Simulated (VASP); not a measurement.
# W (Fm-3m) in VASP: notebook

The runs below take W through relaxation of cell and atoms, single point, with PBE.

Everything below comes from runs of VASP 6.6.1. Logs are shortened: lines on timing, memory, paths and dates and some standing lists are left out, and cuts for length are marked.

### 1 The crystal as given

Symmetry: Fm-3m, No. 225, cubic system. The conventional cell has a = 4.060 Å, b = 4.060 Å, c = 4.060 Å, α = 90.00°, β = 90.00°, γ = 90.00°. Around W (site symmetry m-3m) lie 12 W at 2.87 Å.

This isn't the form of W at room conditions, which is bcc.

### 2 Relaxation of cell and atoms, PBE

The input, INCAR:

```
PREC = Accurate
ENCUT = 600
EDIFF = 1E-7
ISMEAR = -1
SIGMA = 0.05
LREAL = F
LASPH = T
NELM = 80
ALGO = Fast
ISIF = 3
LWAVE = F
LCHARG = F
GGA = PE
IBRION = 2
NSW = 40
EDIFFG = -0.005
```

The input, KPOINTS:

```
Automatic mesh
0
Gamma
  8 8 8
```

The input, POSCAR:

```
W
1.0
    0.0000000000      2.0300000000      2.0300000000
    2.0300000000      0.0000000000      2.0300000000
    2.0300000000      2.0300000000      0.0000000000
W
1
Direct
    0.0000000000      0.0000000000      0.0000000000
```

Potentials or basis: VASP PAW PBE potentials, release 64 (W_sv).

Command:

```sh
cat potpaw_PBE.64/W_sv/POTCAR > POTCAR
mpirun -np 1 vasp_std > vasp.out
```

OUTCAR:

```text
PREC = Accurate
   ENCUT = 600
   EDIFF = 1E-7
   ISMEAR = -1
   LREAL = F
   LASPH = T
   NELM = 80
   ISIF = 3
   GGA = PE
   IBRION = 2
   NSW = 40
   EDIFFG = -0.005

 ion  position               nearest neighbor table
   1  0.000  0.000  0.000-

  LATTYP: Found a face centered cubic cell.
 ALAT       =     4.0600000000

  Lattice vectors:

 A1 = (   0.0000000000,   2.0300000000,   2.0300000000)
 A2 = (   2.0300000000,   0.0000000000,   2.0300000000)
 A3 = (   2.0300000000,   2.0300000000,   0.0000000000)

Analysis of symmetry for initial positions (statically):
=====================================================================
 Subroutine PRICEL returns:
 Original cell was already a primitive cell.

 Routine SETGRP: Setting up the symmetry group for a
 face centered cubic supercell.

 Subroutine GETGRP returns: Found 48 space group operations
 (whereof 48 operations were pure point group operations)
 out of a pool of 48 trial point group operations.

The static configuration has the point symmetry O_h .

Analysis of symmetry for dynamics (positions and initial velocities):
=====================================================================
 Subroutine PRICEL returns:
 Original cell was already a primitive cell.

 Routine SETGRP: Setting up the symmetry group for a
 face centered cubic supercell.

 Subroutine GETGRP returns: Found 48 space group operations
 (whereof 48 operations were pure point group operations)
 out of a pool of 48 trial point group operations.

The dynamic configuration has the point symmetry O_h .

 Subroutine INISYM returns: Found 48 space group operations
 (whereof 48 operations are pure point group operations),
 and found     1 'primitive' translations

----------------------------------------------------------------------------------------

                                     Primitive cell

  volume of cell :      16.7309

  direct lattice vectors                    reciprocal lattice vectors
     0.000000000  2.030000000  2.030000000    -0.246305419  0.246305419  0.246305419
     2.030000000  0.000000000  2.030000000     0.246305419 -0.246305419  0.246305419
     2.030000000  2.030000000  0.000000000     0.246305419  0.246305419 -0.246305419

  length of vectors
     2.870853532  2.870853532  2.870853532     0.426613499  0.426613499  0.426613499

  position of ions in fractional coordinates (direct lattice)
     0.000000000  0.000000000  0.000000000

  ion indices of the primitive-cell ions
   primitive index   ion index
                 1           1

----------------------------------------------------------------------------------------

 KPOINTS: Automatic mesh

Automatic generation of k-mesh.
 Grid dimensions read from file:
 generate k-points for:    8    8    8

 Generating k-lattice:

  Cartesian coordinates                     Fractional coordinates (reciprocal lattice)
    -0.030788177  0.030788177  0.030788177     0.125000000  0.000000000  0.000000000
     0.030788177 -0.030788177  0.030788177     0.000000000  0.125000000  0.000000000
     0.030788177  0.030788177 -0.030788177     0.000000000  0.000000000  0.125000000

  Length of vectors
     0.053326687  0.053326687  0.053326687

  Shift w.r.t. Gamma in fractional coordinates (k-lattice)
     0.000000000  0.000000000  0.000000000

 Subroutine IBZKPT returns following result:
 ===========================================

 Found     29 irreducible k-points:

 Following reciprocal coordinates:
            Coordinates               Weight
  0.000000  0.000000  0.000000      1.000000
  0.125000  0.000000  0.000000      8.000000
  0.250000  0.000000  0.000000      8.000000
  0.375000  0.000000  0.000000      8.000000
  0.500000  0.000000  0.000000      4.000000
  0.125000  0.125000  0.000000      6.000000
[... 16 lines left out ...]
  0.500000  0.250000  0.125000     48.000000
 -0.375000  0.250000  0.125000     24.000000
 [... further k-points ...]
   k-points           NKPTS =     29   k-points in BZ     NKDIM =     29   number of bands    NBANDS=     11
   number of dos      NEDOS =    301   number of ions     NIONS =      1
   total plane-waves  NPLWV =  13824
   dimension x,y,z NGX =    24 NGY =   24 NGZ =   24
   dimension x,y,z NGXF=    48 NGYF=   48 NGZF=   48
   ions per type =               1
   NGX,Y,Z   is equivalent  to a cutoff of  13.90, 13.90, 13.90 a.u.
   NGXF,Y,Z  is equivalent  to a cutoff of  27.80, 27.80, 27.80 a.u.
 SYSTEM =  unknown system
   PREC   = accura    normal or accurate (medium, high low for compatibility)
   ISTART =      0    job   : 0-new  1-cont  2-samecut
   ICHARG =      2    charge: 1-file 2-atom 10-const
   ISPIN  =      1    spin polarized calculation?
   LNONCOLLINEAR =      F non collinear calculations
   LSORBIT =      F    spin-orbit coupling
   LASPH  =      T    aspherical Exc in radial PAW
   ENCUT  =  600.0 eV  44.10 Ry    6.64 a.u.   5.73  5.73  5.73*2*pi/ulx,y,z
   NELM   =     80;   NELMIN=  2; NELMDL= -5     # of ELM steps
   EDIFF  = 0.1E-06   stopping-criterion for ELM
   LREAL  =      F    real-space projection
   EDIFFG = -.5E-02   stopping-criterion for IOM
   NSW    =     40    number of steps for IOM
   IBRION =      2    ionic relax: 0-MD 1-quasi-New 2-CG
   NFREE  =      1    steps in history (QN), initial steepest desc. (CG)
   ISIF   =      3    stress and relaxation
   ISYM   =      2    0-nonsym 1-usesym 2-fastsym
   POTIM  = 0.5000    time-step for ionic-motion
   TEBEG  =    0.0;   TEEND  =   0.0 temperature during run
   PSTRESS=    0.0 pullay stress
   NELECT =      14.0000    total number of electrons
   NUPDOWN=      -1.0000    fix difference up-down
   EMIN   =  10.00;   EMAX   =-10.00  energy-range for DOS
   EFERMI =   0.00;   METHOD = LEGACY
   ISMEAR =    -1;   SIGMA  =   0.05  broadening in eV -4-tet -1-fermi 0-gaus
   EFERMI_NEDOS =   21; number of points for ismear=-14 and -15
   IALGO  =     68    algorithm
   IMIX   =      4    mixing-type and parameters
     AMIX     =   0.40;   BMIX     =  1.00
     AMIX_MAG =   1.60;   BMIX_MAG =  1.00
  volume/ion in A,a.u.               =      16.73       112.91
  Fermi-wavevector in a.u.,A,eV,Ry     =   1.542688  2.915258 32.380324  2.379887
  Thomas-Fermi vector in A             =   2.648457
   LORBIT       =      0    0 simple, 1 ext, 2 COOP (PROOUT), +10 PAW based schemes
   GGA     = PE    functional components
   LHFCALC =     F    Hartree Fock is set to
   AEXX    =    0.0000 exact exchange contribution
   IVDW    =     0    specifies the selected vdW correction
   LEPSILON=     F    determine dielectric tensor
   LRPA    =     F    only Hartree local field effects (RPA)
 conjugate gradient relaxation of ions
 non-spin polarized calculation
 RMM-DIIS sequential band-by-band and
  energy-cutoff  :      600.00
  volume of cell :       16.73
 maximum number of plane-waves:       568
   NGX = 11   NGY = 11   NGZ = 11

--------------------------------------- Ionic step        1  -------------------------------------------

 number of electron      14.0000002 magnetization

 Free energy of the ion-electron system (eV)
  ---------------------------------------------------
  ext. energy  EPLUGINS =         0.00000000
  ---------------------------------------------------
  free energy    TOTEN  =       -12.48656899 eV

  energy without entropy =      -12.47396065  energy(sigma->0) =      -12.48026482

------------------------ aborting loop because EDIFF is reached ----------------------------------------

  FORCE on cell =-STRESS in cart. coord.  units (eV):
  Direction    XX          YY          ZZ          XY          YZ          ZX
  --------------------------------------------------------------------------------------
  -------------------------------------------------------------------------------------
  Total       -0.3999672     -0.3999672     -0.3999672      0.0000000     -0.0000000     -0.0000000
  in kB      -38.3015912    -38.3015912    -38.3015912      0.0000000     -0.0000000     -0.0000000
  external PRESSURE =     -38.3015912 kB  Pullay stress =       0.0000000 kB
[... 90 lines left out ...]
  energy  without entropy=      -12.4765666026  energy(sigma->0) =      -12.48294600

--------------------------------------- Ionic step        4  -------------------------------------------

 number of electron      14.0000002 magnetization

 Free energy of the ion-electron system (eV)
  ---------------------------------------------------
  ext. energy  EPLUGINS =         0.00000000
  ---------------------------------------------------
  free energy    TOTEN  =       -12.48932654 eV

  energy without entropy =      -12.47656442  energy(sigma->0) =      -12.48294548

 E-fermi :  10.3447     XC(G=0): -13.4069

 val. band max:       10.3330993545   @ k =   0.2500   0.1250   0.0000
 cond. band min:      10.3934432038   @ k =   0.1250   0.1250   0.0000
 fundamental gap:      0.0603438493
 Fermi energy:        10.3447160485

 k-point     1 :       0.0000    0.0000    0.0000
  band No.  band energies     occupation
      1     -63.2932      2.00000
      2     -26.9293      2.00000
      3     -26.9293      2.00000
      4     -26.9293      2.00000
      5       1.4493      2.00000
      6       9.8517      1.99990
      7       9.8517      1.99990
      8       9.8517      1.99990
      9      12.9510      0.00000
     10      12.9510      0.00000
     11      23.1874      0.00000
[... 309 lines left out ...]
 k-point    24 :      -0.3750    0.2500    0.1250
  band No.  band energies     occupation
      1     -63.1726      2.00000
      2     -27.9001      2.00000
      3     -27.3793      2.00000
      4     -27.1753      2.00000
      5       6.4096      2.00000
      6       7.8760      2.00000
      7       9.5031      2.00000
      8      11.1052      0.00000
      9      14.8927      0.00000
     10      18.1949      0.00000
     11      19.5171      0.00000

 [... further k-points ...]

------------------------ aborting loop because EDIFF is reached ----------------------------------------

  FORCE on cell =-STRESS in cart. coord.  units (eV):
  Direction    XX          YY          ZZ          XY          YZ          ZX
  --------------------------------------------------------------------------------------
  -------------------------------------------------------------------------------------
  Total        0.0013588      0.0013588      0.0013588      0.0000000     -0.0000000      0.0000000
  in kB        0.1319034      0.1319034      0.1319034      0.0000000     -0.0000000      0.0000000
  external PRESSURE =       0.1319034 kB  Pullay stress =       0.0000000 kB
[... 16 lines left out ...]
  FREE ENERGIE OF THE ION-ELECTRON SYSTEM (eV)
  ---------------------------------------------------
  free  energy   TOTEN  =       -12.4893265353 eV

  energy  without entropy=      -12.4765644192  energy(sigma->0) =      -12.48294548

 reached required accuracy - stopping structural energy minimisation
```

Wall time 12 s (1 thread of Intel Xeon 6975P-C (Granite Rapids), shared host); peak memory 0.14 GiB.

Results:

| Quantity | Value |
| --- | --- |
| Free energy | -12.4893 eV |
| Relaxed volume | 16.50 Å³/atom |
| Relaxed cell | a = 2.858 Å, b = 2.858 Å, c = 2.858 Å, α = 60.00°, β = 60.00°, γ = 60.00° |
| Space group after relaxing (to 0.05 Å) | Fm-3m (No. 225) |
| Energy gained by relaxing | 2.8 meV/atom |
| Ionic steps | 4 |
| Pressure after relaxing | 0.0 GPa |
| Band gap on the k mesh | none (metal or under the smearing width) |

The path:
```tsv
step	energy change (eV)	largest force (eV/Å)	pressure (GPa)	volume (Å³)
1	0.0000	0.0000	-3.83	16.73
2	0.0279	0.0000	14.07	15.78
3	-0.0028	0.0000	-0.07	16.51
4	-0.0028	0.0000	0.01	16.50
```

Final structure:
```yaml
crystal:
  lattice:
    - [0.00000, 2.02080, 2.02080]
    - [2.02080, 0.00000, 2.02080]
    - [2.02080, 2.02080, 0.00000]
  atoms:
    - { symbol: W, position: [0.00000, 0.00000, 0.00000] }
```

### 3 Relaxation of cell and atoms, PBE, spin-orbit coupling, no magnetisation

Changes to INCAR since step 2:

```diff
@@ -12,2 +12,8 @@
 LCHARG = F
+LNONCOLLINEAR = T
+MAGMOM = 0 0 0
+LORBIT = 11
+LSORBIT = T
+GGA_COMPAT = F
+LMAXMIX = 4
 GGA = PE
```

KPOINTS is that of step 2.

POSCAR is that of step 2.

Potentials or basis: VASP PAW PBE potentials, release 64 (W_sv).

Command:

```sh
cat potpaw_PBE.64/W_sv/POTCAR > POTCAR
mpirun -np 1 vasp_ncl > vasp.out
```

It took 46 s on 1 thread of Intel Xeon 6975P-C (Granite Rapids), shared host; peak memory 0.2 GiB.

Results (log left out):

```yaml
Free_energy: -13.3602 eV
Relaxed_volume: 16.55 Å³/atom
Relaxed_cell: a = 2.861 Å, b = 2.861 Å, c = 2.861 Å, α = 60.00°, β = 60.00°, γ = 60.00°
Space_group_after_relaxing_to_0.05_Å: Fm-3m (No. 225)
Energy_gained_by_relaxing: 1.7 meV/atom
Ionic_steps: 3
Pressure_after_relaxing: 0.0 GPa
Valence_electrons_inside_the_program's_atomic_spheres: W 12.02
```

Step by step:
| step | energy change (eV) | largest force (eV/Å) | pressure (GPa) | volume (Å³) |
| --- | --- | --- | --- | --- |
| 1 | 0.0000 | 0.0000 | -2.94 | 16.73 |
| 2 | 0.0155 | 0.0000 | 10.25 | 16.00 |
| 3 | -0.0017 | 0.0000 | -0.02 | 16.55 |

Final structure:
```
W
1.0
     0.00000    2.02285    2.02285
     2.02285    0.00000    2.02285
     2.02285    2.02285    0.00000
W
1
Direct
  0.00000 0.00000 0.00000
```

[end of part 1 of 2]
